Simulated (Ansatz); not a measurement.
input.yaml

```yaml
crystal:
  lattice:
    - [4.4030009228, 0.0, 0.0]
    - [0.0, 4.4030009228, 0.0]
    - [0.0, 0.0, 4.4030009228]
  atoms:
    - { symbol: Mg, position: [0.0, 0.0, 0.0] }
    - { symbol: Si, position: [0.5, 0.5, 0.0] }
    - { symbol: Si, position: [0.5, 0.0, 0.5] }
    - { symbol: Si, position: [0.0, 0.5, 0.5] }
basis:
  ecutwfc: 420
kpoints:
  mp_grid: { grid: [10, 10, 10] }
hamiltonian:
  xc: pbe
scf:
  occupations: { method: gaussian, width: 0.1 }
output:
  forces: true
  stress: true
  eigenvalues: true
```

It can be run as
```bash
ansatz run input.yaml --threads 1 --pin off --backend cpu --events-out ev --progress --plain --runs-dir out  # memory cap (--max-ram) not shown
```

Computed with DFT PBE, scalar-relativistic, plane waves, PAW in Ansatz 0.2.0.

Part of what the program printed, abridged:

```
Pseudopotentials: kind: paw
Pseudopotential: Mg, paw, valence charge 10, recommended cutoff 420 eV (normal)
Pseudopotential: Si, paw, valence charge 4, recommended cutoff 420 eV (normal)
Functional definition: PBE
Crystal: 4 atoms, lattice volume = 85.358 Å³
Basis set: ecut = 420 eV, 1743 PW (Γ), exchange–correlation on 60×60×60 points (8 copies of the dense FFT grid, shifted against one another)
Bands: 15, of which v1, the nominal top of the filled ones, is band 11 counted from 1 (10 counted from 0)
Symmetry: 48 space group operations
Space group: Pm-3m (ITA 221), of the structure as read, at distance tolerance 4.4e-5 Å
k-points: 56 of 1000
Initial density: superposition of atomic densities (neutral atoms: chi_scale 0, normalization atom), corrected by the library's trained network
Initial wavefunctions: pseudopotential atomic-orbital guess
Functional: x = pbe(κ = 0.804, μ = 0.21951497), c = pbe(β = 0.06672455)
SCF iter   1: F=—  HF=-3829.019850 eV  |F-HF|=—  |Δ(HF+E_count)|=         —  Δρ=1.09e-3  dr2=2.17e-3  ethr=1.77e-3  ⟨swp⟩=5.6  Hψ=4763  notcnv=0
SCF iter   2: F=—  HF=-3829.019491 eV  |F-HF|=—  |Δ(HF+E_count)|=   3.60e-4  Δρ=7.25e-4  dr2=9.93e-4  ethr=9.85e-6  ⟨swp⟩=2.0  Hψ=1694  notcnv=0
SCF iter   3: F=—  HF=-3829.019386 eV  |F-HF|=—  |Δ(HF+E_count)|=   1.05e-4  Δρ=2.29e-4  dr2=4.75e-5  ethr=4.51e-6  ⟨swp⟩=2.5  Hψ=1220  notcnv=0
SCF iter   4: F=—  HF=-3829.019486 eV  |F-HF|=—  |Δ(HF+E_count)|=   9.98e-5  Δρ=7.87e-5  dr2=5.93e-6  ethr=2.16e-7  ⟨swp⟩=2.3  Hψ=1397  notcnv=0
SCF iter   5: F=—  HF=-3829.019486 eV  |F-HF|=—  |Δ(HF+E_count)|=   2.43e-8  Δρ=2.75e-5  dr2=2.12e-7  ethr=2.69e-8  ⟨swp⟩=2.0  Hψ=1442  notcnv=0
SCF iter   6: F=-3829.019486 eV  HF=-3829.019486 eV  |F-HF|=2.23e-9  |Δ(HF+E_count)|=   2.25e-7  Δρ=2.77e-6  dr2=8.18e-9  ethr=4.55e-10  ⟨swp⟩=5.0  Hψ=3740  notcnv=0
SCF 1 converged in 6 iterations: F = -3829.019486 eV  dr2 = 8.18e-9
SCF converged after 6 iterations
Free energy (F): -3829.019486 eV
Harris-Foulkes:  -3829.019486 eV  (|F-HF|=2.23e-9)
Internal energy: -3829.008692 eV  (E = F + TS)
E sigma→0 (E₀):  -3829.014089 eV
Entropy (-TS):   -0.010794 eV (-2.699 meV/atom)
Fermi energy:    6.145129 eV
--- Per-component energies (eV) ---
  E_band       = -337.974786
  E_kinetic    = 180.921090
  E_local      = -1828.589035  (includes V_loc(G=0)·N_el)
  E_nonlocal   = 171.691096
  E_hartree    = 671.072068
  E_xc         = -189.057358
  E_vxc        = -170.074565  (∫ρ·V_xc dr)
  E_paw        = -1828.335183  (= ΣΔE_a)
  E_vpaw       = -34.066822  (= ΣTr[D̂ρ^β])
  E_aug_tail   = 0.000015  (compensation charges beyond the density's cutoff)
  E_ewald      = -1006.711384
  E_smearing   = -0.010794  (= −TS)
--- Forces (eV/Å), atoms counted from 1 ---
  atom   1  Mg     0.00000000     0.00000000     0.00000000
  atom   2  Si     0.00000000     0.00000000     0.00000000
  atom   3  Si     0.00000000     0.00000000     0.00000000
  atom   4  Si     0.00000000     0.00000000     0.00000000
--- Stress (GPa, compression-positive) ---
      -11.524174       0.000000       0.000000
        0.000000     -11.524174       0.000000
        0.000000       0.000000     -11.524174
  P = ⅓ Tr σ = -11.5242 GPa (-115.242 kbar)
--- Band table (eV; the first three rows and the last of 56) ---
  k-point 0: bands = ["-70.2863", "-37.0406", "-37.0406", "-37.0406", "-4.5565", "1.4493", "1.4493", "3.0579", "3.0579", "3.0579", "6.1040", "8.3601", "8.3601", "8.3601", "10.2489"]
  k-point 1: bands = ["-70.2863", "-37.0406", "-37.0406", "-37.0406", "-4.4867", "0.8950", "1.4927", "3.1237", "3.1237", "3.4988", "6.4139", "7.9759", "8.0860", "8.0860", "9.7304"]
  k-point 2: bands = ["-70.2863", "-37.0407", "-37.0406", "-37.0406", "-4.2791", "-0.0568", "1.6141", "3.3190", "3.3190", "4.1396", "7.2239", "7.3081", "7.3590", "7.3590", "8.7995"]
  k-point 55: bands = ["-70.2863", "-37.0408", "-37.0408", "-37.0408", "-0.5934", "-0.5934", "-0.5934", "1.4455", "2.1682", "2.1682", "2.1682", "4.8243", "11.7354", "11.7354", "11.7354"]
```

Self-consistency was reached.